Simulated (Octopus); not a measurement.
# Pt (Im-3m) in Octopus: reference runs

Reference runs on Pt: the cell as given.

All numbers are computed with Octopus 16.4; they aren't measurements. Logs are shortened: lines on timing, memory, paths and dates and some standing lists are left out, and cuts for length are marked.

**1. Starting point**

It takes space group Im-3m (No. 229, cubic). Conventional cell: a = 3.168 Å, b = 3.168 Å, c = 3.168 Å, α = 90.00°, β = 90.00°, γ = 90.00°. Pt (site symmetry m-3m) has 8 Pt at 2.74 Å as nearest neighbours.

This isn't the form of Pt at room conditions, which is fcc.

**2. Single point, PBE**

inp reads:

```
CalculationMode = gs
UnitsOutput = eV_Angstrom
PeriodicDimensions = 3
ExperimentalFeatures = yes
PseudopotentialSet = pseudodojo_pbe
%LatticeParameters
 1*angstrom | 1*angstrom | 1*angstrom
%
%LatticeVectors
 -1.58422 | 1.58422 | 1.58422
 1.58422 | -1.58422 | 1.58422
 1.58422 | 1.58422 | -1.58422
%
%ReducedCoordinates
 "Pt" | 0 | 0 | 0
%
%Spacing
 0.12472498*angstrom | 0.12472498*angstrom | 0.12472498*angstrom
%
DerivativesOrder = 8
%KPointsGrid
 12 | 12 | 12
%
KPointsUseSymmetries = yes
XCFunctional = gga_x_pbe + gga_c_pbe
SmearingFunction = fermi_dirac
Smearing = 0.05*eV
ExtraStates = 7
Eigensolver = chebyshev_filter
ConvRelDens = 3e-7
MaximumIter = 120
%Output
 density | cube
 elf | cube
 potential | cube
%
```

Potentials or basis: pseudodojo_pbe (PseudoDojo 0.5, PBE).

Command:

```
> OMP_NUM_THREADS=1 octopus > out.log
```

out.log:

```text
Running octopus

Version                : 16.4
Optional libraries     :

************************** Calculation Mode **************************
Input: [CalculationMode = gs]
**********************************************************************

Input: [SpinComponents = unpolarized]

******************************* Space ********************************
Octopus will run in 3 dimension(s).
Octopus will treat the system as periodic in 3 dimension(s).
**********************************************************************

Input: [AllElectronType = no]
Input: [PseudopotentialSet = pseudodojo_pbe]
Reading Coordinates from ReducedCoordinates block

****************************** Species *******************************
  Species 'Pt'
    type             : pseudopotential
    file             : 'Pt.upf'
    file format      : UPF2
    valence charge   : 18.0
    atomic number    :  78
    form on file     : kleinman-bylander
    lmax             : 3
    llocal           : -1
    projectors per l : 2
    total projectors : 8
    application form : kleinman-bylander
    orbitals         : 10
    bound orbitals   : 10

**********************************************************************

***************************** Symmetries *****************************
Space group No.  229
International: Im-3m
Schoenflies: Oh^9
Info: The system has    48 symmorphic symmetries that can be used.
  Index                Rotation matrix                      Fractional translations
    1 :     1   0   0     0   1   0     0   0   1      0.000000    0.000000    0.000000
    2 :    -1   0   0     0  -1   0     0   0  -1      0.000000    0.000000    0.000000
    3 :     0   0  -1     1   1   1     0  -1   0      0.000000    0.000000    0.000000
    4 :     0   0   1    -1  -1  -1     0   1   0      0.000000    0.000000    0.000000
    5 :     0   1   0     1   0   0    -1  -1  -1      0.000000    0.000000    0.000000
    6 :     0  -1   0    -1   0   0     1   1   1      0.000000    0.000000    0.000000
[... 40 lines left out ...]
   47 :     0   0  -1    -1   0   0     1   1   1      0.000000    0.000000    0.000000
   48 :     0   0   1     1   0   0    -1  -1  -1      0.000000    0.000000    0.000000
Info: The system also has     0 nonsymmorphic symmetries (not used for electrons).
**********************************************************************

Input: [CurvMethod = curv_affine]
Input: [DerivativesStencil = stencil_stargeneral]

****************************** Lattice *******************************
  Lattice Vectors [A]
   -1.584220    1.584220    1.584220
    1.584220   -1.584220    1.584220
    1.584220    1.584220   -1.584220
  Cell volume =            15.9040 [A^3]
  Reciprocal-Lattice Vectors [A^-1]
   -0.000000    1.983053    1.983053
    1.983053   -0.000000    1.983053
    1.983053    1.983053   -0.000000
  Cell angles [degree]
    alpha =  109.471
    beta  =  109.471
    gamma =  109.471
**********************************************************************

Checking if the generated full k-point grid is symmetric

    72 k-points generated from parameters :
 ---------------------------------------------------
    n =   12   12   12

    s1  =  0.00  0.00  0.00

   index |      weight  |             coordinates              |
       1 |     0.000579 |    0.000000    0.000000    0.000000  |
       2 |     0.006944 |    0.083333    0.000000    0.000000  |
       3 |     0.013889 |    0.083333    0.083333    0.000000  |
       4 |     0.004630 |    0.083333    0.083333    0.083333  |
       5 |     0.003472 |   -0.083333    0.083333    0.083333  |
       6 |     0.006944 |    0.166667    0.000000    0.000000  |
[... 64 lines left out ...]
      71 |     0.006944 |   -0.416667    0.500000    0.416667  |
      72 |     0.000579 |    0.500000    0.500000    0.500000  |

Input: [SmearingFunction = fermi_dirac]
Input: [SymmetrizeDensity = yes]

******************************* States *******************************
Total electronic charge  =       18.000
Number of states         =       16
States block-size        =        4
**********************************************************************
[... 5 lines left out ...]
Simulation Box:
  Type = parallelepiped
  Lengths [A] = (   2.744,   2.744,   2.744)
Main mesh:
  Spacing [A] = ( 0.125, 0.125, 0.125)    volume/point [A^3] =      0.00149
  # inner mesh =      10648
  # total mesh =      43198
  Grid Cutoff [eV] =  2417.217691    Grid Cutoff [Ry] =   177.662239
**********************************************************************

Input: [StatesPack = yes]
Input: [StatesOrthogonalization = cholesky_serial]

**************************** Theory Level ****************************
[... 22 lines left out ...]
      Inefficient FFT grid. A better grid would be: 24 24 24
Input: [FilterPotentials = filter_TS]
Info: Pseudopotential for Pt
  Radii for localized parts:
    local part     =  1.2 A
    non-local part =  1.4 A
    orbitals       =  5.4 A

Input: [RelativisticCorrection = non_relativistic]
Input: [DFTULevel = dft_u_none]
Input: [MagneticConstrain = 0]

[... 7 lines left out ...]
      Block       1 contains       4 states:       1 -       4
      Block       2 contains       4 states:       5 -       8
      Block       3 contains       4 states:       9 -      12
      Block       4 contains       4 states:      13 -      16
Info: Ground-state allocation done.
Info: Could not find 'restart/gs' directory for restart.
[... 5 lines left out ...]

**************************** Eigensolver *****************************
Input: [Eigensolver = chebyshev_filter]
Input: [SubspaceDiagonalization = standard]
**********************************************************************

Input: [MixField = potential] (what to mix during SCF cycles)
Input: [MixingScheme = broyden]
Info: Mixing uses    4 steps and restarts after   20 steps.
Input: [LCAOStart = lcao_states]
Input: [LCAOScaleFactor = 1.000]
Input: [LCAOMaximumOrbitalRadius = 10.58 A]

** Warning:
**   Cannot do LCAO for all states because there are not enough atomic orbitals.
**   Required: 16. Available: 10. 6 orbitals will be randomized.

Info: Unnormalized total charge =     18.002598
Info: Renormalized total charge =     18.000000
Info: Setting up Hamiltonian.
Info: Performing initial LCAO calculation with     10 orbitals.
Info: Getting Hamiltonian matrix elements.

Eigenvalues [eV]
 #st  Spin   Eigenvalue      Occupation
#k =       1, k = (  0.000000,  0.000000,  0.000000)
   1   --   -86.078259       2.000000
   2   --   -40.167694       2.000000
   3   --   -40.167694       2.000000
   4   --   -40.167644       2.000000
   5   --     1.429493       2.000000
   6   --     7.997607       2.000000
   7   --     7.997607       2.000000
   8   --     7.997681       2.000000
   9   --    10.469347       2.000000
  10   --    10.469347       2.000000
#k =       2, k = (  0.083333,  0.000000,  0.000000)
   1   --   -86.058205       2.000000
   2   --   -40.157846       2.000000
   3   --   -40.152655       2.000000
   4   --   -40.057510       2.000000
   5   --     1.702273       2.000000
   6   --     8.213594       2.000000
   7   --     8.422840       2.000000
   8   --     8.427798       2.000000
   9   --    10.762659       2.000000
  10   --    10.895079       2.000000
[... 70 further k-points ...]
Fermi energy =    23.417993 eV
Generating random wavefunctions for states       11 and above
Orthogonalizing wavefunctions.
Info: Ground-state restart information will be written to 'restart/gs'.
Info: SCF using complex wavefunctions.
Info: Starting SCF iteration.

** Warning:
**   Symmetrization discrepancy ratio (scalar) =  5.59379E-02

*********************** SCF CYCLE ITER #    1 ************************
 etot  = -3.51281875E+03 abs_ev   =  7.84E+01 rel_ev   =  2.36E-01
 ediff =        1.29E+02 abs_dens =  9.78E-01 rel_dens =  5.43E-02
Matrix vector products: 1800
Converged eigenvectors: 0

#  State  KPoint  Eigenvalue [eV]  Occupation    Error
      1       1      -86.079754    2.000000   ( 2.5E-07)
      1       2      -86.077758    2.000000   ( 3.9E-06)
      1       5      -86.075787    2.000000   ( 5.7E-06)
      1       3      -86.074031    2.000000   ( 5.6E-06)
      1       6      -86.072300    2.000000   ( 4.4E-06)
      1       9      -86.070402    2.000000   ( 8.0E-06)
      1       4      -86.069229    2.000000   ( 5.0E-06)
      1       7      -86.067571    2.000000   ( 5.3E-06)
[... 23 lines left out ...]
     16      50       42.987065    0.000000   ( 1.8E-01)
     16      14       42.997598    0.000000   ( 2.6E-01)
     16      71       43.570403    0.000000   ( 2.7E-01)
     16      55       43.995838    0.000000   ( 2.2E-01)
     16       1       44.951701    0.000000   ( 2.2E-01)
     16      69       44.964303    0.000000   ( 2.9E-01)
     16      70       45.110755    0.000000   ( 2.3E-01)
     16      35       45.136316    0.000000   ( 2.3E-01)

Density of states:

------------------------%---------------------------------------------
------------------------%---------------------------------------------
------------------------%---------------------------------------------
------------------------%---------------------------------------------
------------------------%------------------------%--------------------
------------------------%------------------------%-%------------------
------------------------%------------------------%-%------------------
%-----------------------%-----------------------%%%%------------------
%-----------------------%-----------------------%%%%------%-%--%%%----
%-----------------------%-----------------------%%%%%%%%%%%%%%%%%%%%--
                                                   ^

Fermi energy =    11.432062 eV

**********************************************************************

** Warning:
**   Symmetrization discrepancy ratio (scalar) =  5.46684E-02

*********************** SCF CYCLE ITER #    2 ************************
 etot  = -3.53994946E+03 abs_ev   =  1.22E+01 rel_ev   =  3.54E-02
 ediff =        9.97E-01 abs_dens =  2.81E-01 rel_dens =  1.56E-02
Matrix vector products: 1800
Converged eigenvectors: 0
[... 127 lines left out ...]
*********************** SCF CYCLE ITER #   13 ************************
 etot  = -3.55350464E+03 abs_ev   =  1.12E-06 rel_ev   =  3.18E-09
 ediff =        4.14E-07 abs_dens =  3.65E-07 rel_dens =  2.03E-08
Matrix vector products: 1800
Converged eigenvectors: 535

#  State  KPoint  Eigenvalue [eV]  Occupation    Error
      1       1      -87.634647    2.000000   ( 1.4E-08)
      1       2      -87.632761    2.000000   ( 1.5E-08)
      1       5      -87.630898    2.000000   ( 1.5E-08)
      1       3      -87.629239    2.000000   ( 1.5E-08)
      1       6      -87.627604    2.000000   ( 1.5E-08)
      1       9      -87.625808    2.000000   ( 1.5E-08)
      1       4      -87.624704    2.000000   ( 1.5E-08)
      1       7      -87.623136    2.000000   ( 1.5E-08)
[... 23 lines left out ...]
     16      12       39.014531    0.000000   ( 2.6E-02)
     16      45       39.142463    0.000000   ( 2.8E-02)
     16      26       39.295503    0.000000   ( 2.4E-02)
     16      34       39.303386    0.000000   ( 1.7E-02)
     16      39       39.403658    0.000000   ( 1.8E-02)
     16      29       39.530377    0.000000   ( 1.4E-02)
     16      41       39.861456    0.000000   ( 2.3E-02)
     16      50       40.531731    0.000000   ( 2.0E-02)

Density of states:

-------------------------%--------------------------------------------
-------------------------%--------------------------------------------
-------------------------%--------------------------------------------
-------------------------%--------------------------------------------
-------------------------%--------------------------------------------
-------------------------%-------------------------%%-----------------
-------------------------%------------------------%%%%----------------
%------------------------%------------------------%%%%------------%---
%------------------------%------------------------%%%%------%%%%-%%%--
%------------------------%-----------------------%%%%%%%%%%%%%%%%%%%%-
                                                     ^

Fermi energy =    10.500099 eV

**********************************************************************

Info: SCF converged in   13 iterations

** Warning:
**   Some of the states are not fully converged!

Info: Number of matrix-vector products:      23400
Info: Writing output to static/

Info: Finished writing information to 'restart/gs'.

Octopus emitted 17 warnings.
```

Run time: 10 min. Hardware: 1 thread of Arm Neoverse N1, shared host; peak memory 0.92 GiB.

What came out:

```yaml
Free_energy: -3553.5109 eV
Band_gap_on_the_k_mesh: none (metal or under the smearing width)
```

Levels at points of the mesh, in eV from the Fermi level:
| k point | band 5 | band 6 | band 7 | band 8 | band 9 | band 10 | band 11 | band 12 | band 13 | band 14 |
| --- | --- | --- | --- | --- | --- | --- | --- | --- | --- | --- |
| (0.00, 0.00, 0.00) | -9.38 | -3.38 | -3.38 | -3.38 | -0.91 | -0.91 | 17.14 | 17.14 | 17.14 | 27.00 |
| (0.50, 0.00, 0.00) | -6.44 | -4.79 | -1.09 | -0.60 | 0.34 | 1.11 | 6.30 | 13.32 | 15.87 | 23.97 |
| (0.50, 0.50, 0.50) | -5.94 | -5.94 | 0.59 | 0.59 | 0.59 | 7.72 | 7.72 | 7.72 | 12.75 | 18.93 |

Spin-orbit coupling is left out, which matters for the levels of Pt.
